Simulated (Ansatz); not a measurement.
Input deck for Ansatz 0.2.0, then the block of the output on the nuclei.

The cell is an entry of the Crystallography Open Database (COD), its atoms then relaxed with PBE in this cell.

```yaml
crystal:
  lattice:
    - [11.32, 0.0, 0.0]
    - [0.0, 4.05, 0.0]
    - [0.0, 0.0, 4.242]
  atoms:
    - { symbol: Sn, position: [0.1203544246, 0.25, 0.1079622665] }
    - { symbol: Sn, position: [0.3796455754, 0.75, 0.6079622665] }
    - { symbol: Sn, position: [0.6203544246, 0.25, 0.3920377335] }
    - { symbol: Sn, position: [0.8796455754, 0.75, 0.8920377335] }
    - { symbol: S, position: [0.8516662376, 0.25, 0.476949569] }
    - { symbol: S, position: [0.6483337624, 0.75, 0.976949569] }
    - { symbol: S, position: [0.3516662376, 0.25, 0.023050431] }
    - { symbol: S, position: [0.1483337624, 0.75, 0.523050431] }
kpoints:
  mp_grid: { grid: [4, 11, 10] }
scf:
  occupations: { method: fermi_dirac, width: 0.02 }
hamiltonian:
  xc: pbe
  pseudopotentials: { kind: paw_fr }
output:
  forces: true
  stress: true
  populations: true
  efg:
    quadrupole_moments_barn: { Sn: -0.132, S: -0.0694 }
    contact_densities: true
  write_density: true
  write_potential: true
  elf: true
  volumetric_format: npy
magnetization:
  noncollinear: true
  spin_orbit: true
```

The quadrupole moment typed for Sn is that of the 23.9 keV Mössbauer state of ¹¹⁹Sn; the ground state has I = 1/2 and no quadrupole moment.

```sh
ansatz run input.yaml --threads 1 --pin off --max-ram 3072MiB --backend cpu --events-out ev --progress --plain --runs-dir out
```

Of the output, the block on the nuclei alone is shown; the set-up, the SCF iterations, energies, forces and stress are cut. One atom of each set with nearly equal values is shown.

```
--- PAW observables at the nuclei: V_zz in 10²¹ V/m², potentials from the cell's mean, atoms counted from 1 ---
  atom   1  Sn V_zz =   -11.236986   η = 0.2934   by run symmetry: allowed   C_q = +35.8656 MHz
            electrostatic potential = -8177.601657 V   contact ρ = 1239776.546036 e/Å³
  atom   5  S  V_zz =    -2.875894   η = 0.0751   by run symmetry: allowed   C_q = +4.8260 MHz
            electrostatic potential = -1635.240697 V   contact ρ = 19772.145533 e/Å³
```

Hardware: 1 thread of Intel Xeon Platinum 8488C (Sapphire Rapids) (x86_64; 16 cores open to the job, memory cap 3.0 GiB, no GPU), a shared host with a load of 0.3 a core. Wall time 7.4 min, CPU time 7 min, peak memory 2.4 GiB.
